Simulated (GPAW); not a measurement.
# MnO (Fm-3m) in GPAW: single point with PBEsol

Aim: the single point of MnO with PBEsol.

All numbers are computed with GPAW 26.7.0; they aren't measurements. Logs are shortened: lines on timing, memory, paths and dates and some standing lists are left out, and cuts for length are marked. The log counts tension as positive stress, the text compression.

## Step 1: The cell of the first run

Symmetry: Fm-3m, No. 225, cubic system. The conventional cell has a = 4.448 Å, b = 4.448 Å, c = 4.448 Å, α = 90.00°, β = 90.00°, γ = 90.00°. Mn (site symmetry m-3m) has 6 O at 2.22 Å as nearest neighbours. O (site symmetry m-3m) is surrounded by 6 Mn at 2.22 Å.

The cell is a database's computed one.

## Step 2: Single point, PBEsol, collinear spin, ferromagnetic start (the cell as VASP's run set it)

run.py

```python
from ase.dft.bandgap import bandgap
from ase.io import read, write
from ase.units import GPa
from gpaw import GPAW, PW, setup_paths

setup_paths.insert(0, '.')

atoms = read('POSCAR')
atoms.set_initial_magnetic_moments([4.0, 0.0])

calc = GPAW(mode=PW(800),
            xc='PBEsol',
            kpts={'size': (10, 10, 10), 'gamma': True},
            occupations={'name': 'methfessel-paxton', 'order': 0, 'width': 0.1},
            nbands=21,
            convergence={'density': 1e-05, 'energy': 1e-05},
            maxiter=150,
            txt='gpaw.txt')
atoms.calc = calc
energy = atoms.get_potential_energy()
forces = atoms.get_forces()
stress = atoms.get_stress()
calc.write('gs.gpw')
write('result.traj', atoms)
print(f'Energy: {energy:.6f} eV')
print('Forces (eV/A):')
print(forces.round(4))
print('Stress (GPa):', (stress / GPa).round(3))
print('Moments:', calc.get_magnetic_moments().round(3))
print('Fermi level:', round(calc.get_fermi_level(), 4), 'eV')
print(f'Gap: {bandgap(calc)[0]:.4f} eV, direct: {bandgap(calc, direct=True)[0]:.4f} eV')
```

POSCAR

```
MnO
1.0
    3.1450804300      0.0000000000      0.0000000000
    1.5725402150      2.7237195493      0.0000000000
    1.5725402150      0.9079065164      2.5679474178
Mn O
1 1
Direct
    0.0000000000      0.0000000000      0.0000000000
    0.5000000000      0.5000000000      0.5000000000
```

Potentials or basis: PAW data sets generated in the run's folder for this functional, pw.

Run with:

```
$ gpaw-setup -f PBEsol Mn O
$ OMP_NUM_THREADS=1 python run.py
```

gpaw.txt:

```text
__  _  _
 | _ |_)|_||  |
 |__||  | ||/\| - 26.7.0

Input parameters:
  mode=PW(ecut=800.0),
  convergence={'density': 1e-05, 'energy': 1e-05},
  kpts=MonkhorstPack(size=(10, 10, 10), gamma=True),
  maxiter=150,
  nbands=21,
  occupations=Occupations(name='methfessel-paxton', order=0, width=0.1),
  xc=XC(name='PBEsol')

Diagonalizing LCAO Hamiltonian
Converting LCAO to pw mode

                 O

       Mn

Atoms  # Å, Bohr magnetons
|   | symbol |        x |        y |        z |    initial magnetic moments |
|---|--------|----------|----------|----------|-----------------------------|
| 0 |     Mn | 0.000000 | 0.000000 | 0.000000 | ( 0.0000,  0.0000,  4.0000) |
| 1 |      O | 3.145080 | 1.815813 | 1.283974 | ( 0.0000,  0.0000,  0.0000) |

Unit cell  # Å
| periodic |        x |        y |        z |  lengths |    angles |
|----------|----------|----------|----------|----------|-----------|
|      yes | 3.145080 | 0.000000 | 0.000000 | 3.145080 | 60.000000 |
|      yes | 1.572540 | 2.723720 | 0.000000 | 3.145080 | 60.000000 |
|      yes | 1.572540 | 0.907907 | 2.567947 | 3.145080 | 60.000000 |

Number of symmetries: 48
Symmetry operations  # r_c * U_cc + t_c -> r_c
|    | kind |            matrix            |
|----|------|------------------------------|
|  0 |  σ   |  1, 0, 0,  1, 0,-1,  1,-1, 0 |
|  1 |  C2  |  1, 0, 0,  1,-1, 0,  1, 0,-1 |
|  2 |  E   |  1, 0, 0,  0, 1, 0,  0, 0, 1 |
|  3 |  σ   |  1, 0, 0,  0, 0, 1,  0, 1, 0 |
|  4 |  C4  |  1, 0,-1,  1, 0, 0,  1,-1, 0 |
|  5 |  S6  |  1, 0,-1,  1,-1, 0,  1, 0, 0 |
|  6 |  σ   |  1, 0,-1,  0, 1,-1,  0, 0,-1 |
|  7 |  C3  |  1, 0,-1,  0, 0,-1,  0, 1,-1 |
|  8 |  S6  |  1,-1, 0,  1, 0, 0,  1, 0,-1 |
|  9 |  C4  |  1,-1, 0,  1, 0,-1,  1, 0, 0 |
| 10 |  C3  |  1,-1, 0,  0,-1, 1,  0,-1, 0 |
| 11 |  σ   |  1,-1, 0,  0,-1, 0,  0,-1, 1 |
| 12 |  σ   |  0, 1, 0,  1, 0, 0,  0, 0, 1 |
| 13 |  C4  |  0, 1, 0,  0, 1,-1, -1, 1, 0 |
| 14 |  C3  |  0, 1, 0,  0, 0, 1,  1, 0, 0 |
| 15 |  S6  |  0, 1, 0, -1, 1, 0,  0, 1,-1 |
| 16 |  C2  |  0, 1,-1,  1, 0,-1,  0, 0,-1 |
| 17 |  σ   |  0, 1,-1,  0, 1, 0, -1, 1, 0 |
| 18 |  S4  |  0, 1,-1,  0, 0,-1,  1, 0,-1 |
| 19 |  C4  |  0, 1,-1, -1, 1, 0,  0, 1, 0 |
| 20 |  C3  |  0, 0, 1,  1, 0, 0,  0, 1, 0 |
| 21 |  σ   |  0, 0, 1,  0, 1, 0,  1, 0, 0 |
| 22 |  S6  |  0, 0, 1,  0,-1, 1, -1, 0, 1 |
| 23 |  C4  |  0, 0, 1, -1, 0, 1,  0,-1, 1 |
| 24 |  S4  |  0, 0,-1,  1, 0,-1,  0, 1,-1 |
| 25 |  C3  |  0, 0,-1,  0, 1,-1,  1, 0,-1 |
| 26 |  C2  |  0, 0,-1,  0,-1, 0, -1, 0, 0 |
| 27 |  S6  |  0, 0,-1, -1, 0, 0,  0,-1, 0 |
| 28 |  S4  |  0,-1, 1,  1,-1, 0,  0,-1, 0 |
| 29 |  C4  |  0,-1, 1,  0, 0, 1, -1, 0, 1 |
| 30 |  C2  |  0,-1, 1,  0,-1, 0,  1,-1, 0 |
| 31 |  σ   |  0,-1, 1, -1, 0, 1,  0, 0, 1 |
| 32 |  C3  |  0,-1, 0,  1,-1, 0,  0,-1, 1 |
| 33 |  S6  |  0,-1, 0,  0, 0,-1, -1, 0, 0 |
| 34 |  S4  |  0,-1, 0,  0,-1, 1,  1,-1, 0 |
| 35 |  C2  |  0,-1, 0, -1, 0, 0,  0, 0,-1 |
| 36 |  C2  | -1, 1, 0,  0, 1, 0,  0, 1,-1 |
| 37 |  S6  | -1, 1, 0,  0, 1,-1,  0, 1, 0 |
| 38 |  S4  | -1, 1, 0, -1, 0, 1, -1, 0, 0 |
| 39 |  C3  | -1, 1, 0, -1, 0, 0, -1, 0, 1 |
| 40 |  S6  | -1, 0, 1,  0, 0, 1,  0,-1, 1 |
| 41 |  C2  | -1, 0, 1,  0,-1, 1,  0, 0, 1 |
| 42 |  C3  | -1, 0, 1, -1, 1, 0, -1, 0, 0 |
| 43 |  S4  | -1, 0, 1, -1, 0, 0, -1, 1, 0 |
| 44 |  C2  | -1, 0, 0,  0, 0,-1,  0,-1, 0 |
| 45 |  i   | -1, 0, 0,  0,-1, 0,  0, 0,-1 |
| 46 |  σ   | -1, 0, 0, -1, 1, 0, -1, 0, 1 |
| 47 |  C2  | -1, 0, 0, -1, 0, 1, -1, 1, 0 |

BZ-sampling:
  Number of BZ points: 1000
  Number of IBZ points: 47

  Monkhorst-Pack size: [10, 10, 10]
  Monkhorst-Pack shift: [0.05, 0.05, 0.05]

K-points  # in reciprocal-cell coordinates
|     |                                coordinates |     weight |
|-----|--------------------------------------------|------------|
|   0 | (  0.00000000,   0.00000000,   0.00000000) | 0.00100000 |
|   1 | (  0.10000000,   0.10000000,   0.00000000) | 0.00600000 |
|   2 | (  0.10000000,   0.10000000,   0.10000000) | 0.00800000 |
|   3 | (  0.20000000,   0.10000000,   0.10000000) | 0.01200000 |
|   4 | (  0.20000000,   0.20000000,   0.00000000) | 0.00600000 |
|   5 | (  0.20000000,   0.20000000,   0.10000000) | 0.02400000 |
|   6 | (  0.20000000,   0.20000000,   0.20000000) | 0.00800000 |
|   7 | (  0.30000000,   0.20000000,   0.10000000) | 0.02400000 |
|   8 | (  0.30000000,   0.20000000,   0.20000000) | 0.02400000 |
|   9 | (  0.30000000,   0.30000000,   0.00000000) | 0.00600000 |
| ... |                                            |            |
|  46 | (  0.50000000,   0.50000000,   0.50000000) | 0.00400000 |

Plane wave coefficients: 1158
Cutoff: 800.0 eV

Spin-components: 2 (collinear spins)
Bands:           21
Projectors:      11
Spin-degeneracy: 1
Datatype:        complex128

Parallelization:
  kpt:    1
  domain: 1
  band:   1

Density:
  Valence electrons: 21.0
  Components: 2
  Grid points: [21 21 21]
  Charge: 0.0  # |e|

Potential:
  Grid points: [21 21 21]

species:
  Mn:
    name:    Manganese
    Z:       25.0
    valence: 15
    core:    10
    charge:  0.0  # [|e|]
    compensation charges:
      type: gauss
      rc: 0.38  # [Å]
      lmax: 2
    cutoffs:
      filter: 2.14  # [Å]
      core: 0.86  # [Å]
    projectors
    | kind |    occ | energy [eV] | rcut [Å] |
    |------|--------|-------------|----------|
    |   3s |  2.000 |     -85.624 |    1.275 |
    |   4s |  2.000 |      -5.124 |    1.275 |
    |   3p |  6.000 |     -54.486 |    1.281 |
    |   4p |  0.000 |      -1.348 |    1.281 |
    |   3d |  5.000 |      -6.794 |    1.138 |
    |    d |        |      20.417 |    1.138 |

    Using partial waves for Mn as LCAO basis

  O:
    name:    Oxygen
    Z:       8.0
    valence: 6
    core:    2
    charge:  0.0  # [|e|]
    compensation charges:
      type: gauss
      rc: 0.21  # [Å]
      lmax: 2
    cutoffs:
      filter: 1.17  # [Å]
      core: 0.83  # [Å]
    projectors
    | kind |    occ | energy [eV] | rcut [Å] |
    |------|--------|-------------|----------|
    |   2s |  2.000 |     -23.808 |    0.688 |
    |   2p |  4.000 |      -8.972 |    0.598 |
    |    s |        |       3.404 |    0.688 |
    |    p |        |      18.239 |    0.598 |
    |    d |        |       0.000 |    0.619 |

    Using partial waves for O as LCAO basis

Reference energy: -33517.279615  # eV

eigensolver:
  PPCG
  Converge bands: occupied
  niter=2

density mixing:
  MSR1-Mixer
  Pratt-step length: 0.05
  Maximum mixing coefficient: 0.75
  Old densities: 10
  SVD Regularization: 0.005
  Good broyden scale: 1.0
  Trust region scale: 1.0
  Backstep threshold: 4.0
  History deletion threshold: 6.0
  Fourier metric: weight=20.0, sigma=0.015

occupation numbers:
  Methfessel-Paxton:
    width: 0.1000  # eV
    order: 0

poisson solver:
  ecut: 6400.0  # eV

xc functional:
  name: PBEsol with 2 nearest neighbor stencil

convergence criteria:
- Maximum integral of absolute [dens]ity change: 1e-05 electrons / valence electron
- Maximum [total energy] change in last 3 cyles: 1e-05 eV / valence electron
- Maximum integral of absolute [eigenst]ate change: 4e-08 eV^2 / valence electron
maximum number of iterations: 150

SCF iterations
|iter     | |      energy | eigst |  dens |  magmom |
|---------|-|-------------|-------|-------|---------|
|iter:   1| |  -18.572580 | +0.15 |       |  +4.0031|
|iter:   2| |  -18.360958 | -2.05 | -0.94 |  +4.0413|
|iter:   3| |  -17.940850 | -2.17 | -0.99 |  +4.3459|
|iter:   4| |  -17.961325 | -3.74 | -1.51 |  +4.4728|
|iter:   5| |  -17.970333 | -3.26 | -1.80 |  +4.6063|
|iter:   6| |  -17.971285 | -4.62 | -2.27 |  +4.6622|
|iter:   7| |  -17.971674 | -4.28 | -2.55 |  +4.7182|
|iter:   8| |  -17.971690 | -6.80 | -3.34 |  +4.7217|
|iter:   9| |  -17.971690c| -7.47c| -3.84 |  +4.7221|
|iter:  10| |  -17.971690c| -8.53c| -4.95 |  +4.7222|
|iter:  11| |  -17.971691c| -8.74c| -5.28c|  +4.7223|

Converged in 11 steps
Energy contributions relative to reference atoms: (reference = -33517.279615)

Energy contributions:
  Kinetic:          19.849335
  Coulomb:         -17.376812
  Zero:              0.313938
  External:          0.000000
  Xc:              -20.754393
  Entropy:          -0.007517
  Spinorbit:         0.000000
  ----------------------------
  Free energy:     -17.975449
  Extrapolated:    -17.971691

dipole moment: (-13.821978, -7.980123, -5.642799)  # |e|*Ang

Total magnetic moment: (0.000000, 0.000000, 4.722282)

Local magnetic moments
|        x |        y |        z |
|----------|----------|----------|
| 0.000000 | 0.000000 | 4.192890 |  # Mn   0
| 0.000000 | 0.000000 | 0.162135 |  # O    1

Fermi level: 8.076
Eigenvalues  # (at kpt = [0.000, 0.000, 0.000])
| band index |      eig [eV] | occ [0-1] |      eig [eV] | occ [0-1] |
|------------|---------------|-----------|---------------|-----------|
|          0 |       -73.170 |     1.000 |       -68.501 |     1.000 |
|        ... |               |           |               |           |
|          3 |       -42.080 |     1.000 |       -37.500 |     1.000 |
|          4 |       -12.216 |     1.000 |       -11.746 |     1.000 |
|          5 |         4.184 |     1.000 |         4.598 |     1.000 |
|          6 |         4.184 |     1.000 |         4.599 |     1.000 |
|          7 |         4.184 |     1.000 |         4.599 |     1.000 |
|          8 |         4.861 |     1.000 |         8.673 |     0.000 |
|          9 |         4.861 |     1.000 |         8.733 |     0.000 |
|         10 |         4.861 |     1.000 |         8.733 |     0.000 |
|         11 |         5.396 |     1.000 |         8.734 |     0.000 |
|         12 |         5.397 |     1.000 |         9.387 |     0.000 |
|         13 |         7.355 |     1.000 |         9.387 |     0.000 |
|         14 |        21.764 |     0.000 |        22.464 |     0.000 |
|         15 |        24.120 |     0.000 |        25.739 |     0.000 |
|         16 |        24.120 |     0.000 |        25.739 |     0.000 |
|         17 |        24.120 |     0.000 |        25.739 |     0.000 |
|         18 |        27.477 |     0.000 |        29.776 |     0.000 |
|        ... |               |           |               |           |
|         20 |        27.477 |     0.000 |        29.776 |     0.000 |

No gap
No difference between direct/indirect transitions

Forces  # eV/Ang
|        x |        y |       z |
|----------|----------|---------|
|  0.00000 | -0.00000 | 0.00000 |  # Mn   0
| -0.00000 | -0.00000 | 0.00000 |  # O    1

Stress tensor  # eV/Ang^3
|         x |         y |        z |
|-----------|-----------|----------|
|  0.036208 | -0.000000 | 0.000000 |
| -0.000000 |  0.036208 | 0.000000 |
|  0.000000 |  0.000000 | 0.036208 |

# Writing to gs.gpw (mode='')
```

Run time: 57 s. Hardware: 1 thread of Arm Neoverse V1, shared host; peak memory 0.19 GiB.

What came out:

| Item | Value |
| --- | --- |
| Free energy | -17.9754 eV |
| Pressure | -5.8 GPa |
| Band gap on the k mesh | none (metal or under the smearing width) |
| Net moment | 4.72 μB per cell |
| Site moments | Mn +4.19; O +0.16 μB |

Caveat: a cell with one magnetic atom can't hold antiferromagnetic order, which such compounds often take; semilocal functionals often make such compounds metallic where correlation or magnetic order opens a gap, which also shifts bond lengths.
